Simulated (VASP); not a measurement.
Set up this calculation in VASP 6.6.1, as the native input.

```
Task                   : relaxation of cell and atoms
Functional             : PBE
Potentials or basis    : VASP PAW PBE potentials, release 64 (Mg, O)
Cutoff                 : 600 eV
k mesh                 : 9 × 9 × 5
Occupations            : gaussian, width 0.03 eV
Spin                   : no spin polarisation
Further INCAR settings : ALGO = Normal; EDIFF = 1e-07; IBRION = 2; EDIFFG = -0.005; NSW = 90; ISIF = 3
```

The structure of MgO lies in POSCAR:

```
MgO                                     
1.0
    3.3085152369      0.0000000000     -0.0000000000
   -1.6542576185      2.8652582451      0.0000000000
    0.0000000000      0.0000000000      5.1169571131
  Mg              O             
     2     2
Direct
     0.3333333300000021    0.6666666699999979    0.4936983059811469
     0.6666666699999979    0.3333333300000021    0.9936983059811467
     0.6666666699999979    0.3333333300000021    0.3853116940188540
     0.3333333300000021    0.6666666699999979    0.8853116940188542
```

The cell was built by a generator and needn't be a form met in nature.

The input as run:

INCAR

```
SYSTEM = MgO
  ALGO = Normal
  EDIFF = 1E-7
  EDIFFG = -0.005
  ENCUT = 600
  GGA = PE
  IBRION = 2
  ISIF = 3
  ISMEAR = 0
  LASPH = .TRUE.
  LCHARG = .FALSE.
  LREAL = .FALSE.
  LWAVE = .FALSE.
  NELM = 80
  NSW = 90
  PREC = Accurate
  SIGMA = 0.03
```

KPOINTS

```
k-points
0
G
  9 9 5
  0 0 0
```

Potentials or basis: VASP PAW PBE potentials, release 64 (Mg, O).

Command:

```sh
$ cat potpaw_PBE.64/Mg/POTCAR potpaw_PBE.64/O/POTCAR > POTCAR
$ mpirun -np 1 vasp_std > vasp.out
```

It gave:

```json
{"Relaxed volume": "12.12 Å³/atom", "Relaxed cell": "a = 3.309 Å, b = 3.309 Å, c = 5.115 Å, α = 90.00°, β = 90.00°, γ = 120.00°", "Space group after relaxing (to 0.05 Å)": "P6_3mc (No. 186)", "Energy gained by relaxing": "0.0 meV/atom", "Ionic steps": "2", "Pressure after relaxing": "0.0 GPa", "Largest force after relaxing": "0.004 eV/Å", "Band gap on the k mesh": "3.43 eV, direct"}
```

It took 17 s on 1 thread of Intel(R) Xeon(R) 6975P-C (Granite Rapids), with other jobs on the host, peak memory 0.18 GiB.
